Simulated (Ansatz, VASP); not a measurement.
One calculation of KMgF3, two programs

Contents of INCAR:

```
SYSTEM = KMgF3
PREC = Accurate
ENCUT = 520
EDIFF = 1E-6
ISMEAR = -1
SIGMA = 0.02
LREAL = .False.
LASPH = .True.
NELM = 60
ALGO = Normal
ISIF = 2
LWAVE = .False.
LCHARG = .False.
GGA = PE
NBANDS = 24
```

KPOINTS

```
regular mesh
0
Gamma
  6 6 6
  0 0 0
```

File POSCAR:

```
KMgF3
1.0
    3.8807325769      0.0000000000      0.0000000000
    0.0000000000      3.8807325769      0.0000000000
    0.0000000000      0.0000000000      3.8807325769
K Mg F
1 1 3
Direct
    0.0000000000      0.0000000000      0.0000000000
    0.5000000000      0.5000000000      0.5000000000
    0.5000000000      0.5000000000      0.0000000000
    0.5000000000      0.0000000000      0.5000000000
    0.0000000000      0.5000000000      0.5000000000
```

Input for Ansatz:

```yaml
crystal:
  lattice:
    - [3.8807325769, 0.0, 0.0]
    - [0.0, 3.8807325769, 0.0]
    - [0.0, 0.0, 3.8807325769]
  atoms:
    - { symbol: K, position: [0.0, 0.0, 0.0] }
    - { symbol: Mg, position: [0.5, 0.5, 0.5] }
    - { symbol: F, position: [0.5, 0.5, 0.0] }
    - { symbol: F, position: [0.5, 0.0, 0.5] }
    - { symbol: F, position: [0.0, 0.5, 0.5] }
kpoints:
  mp_grid: { grid: [6, 6, 6] }
  band_path:
    path: [[0.0, 0.0, 0.0], [0.0, 0.5, 0.0], [0.5, 0.5, 0.0], [0.5, 0.5, 0.5]]
    npoints: 1
hamiltonian:
  xc: pbe
scf:
  occupations: { method: fermi_dirac, width: 0.02 }
  n_extra_bands: 5
output:
  forces: true
  stress: true
  eigenvalues: true
```

Change from the starting cell: hydrostatic strain -2.5%.

Alike in both runs: task single point; functional PBE; k mesh 6 × 6 × 6; occupations fermi-dirac, width 0.02 eV; no spin polarisation.

|  | VASP | Ansatz |
| --- | --- | --- |
| version | VASP 6.6.1 | Ansatz 0.2.0 |
| potentials or method | VASP PAW PBE potentials, release 64 (K_sv, Mg, F) | plane waves, PAW |
| plane-wave cutoff (eV) | 520 | 420 |
| valence electrons in the cell | 32 | 40 |

Ansatz gave:

* gap on the k mesh at the Fermi level (eV): 7.97
* pressure (GPa): 11.6

**Question.** Estimate VASP's values.

**Answer.** gap on the k mesh at the Fermi level (eV): 7.94; pressure (GPa): 11.2.

The two sets of potentials don't hold the same shells in valence.

A k mesh can miss the band edges.
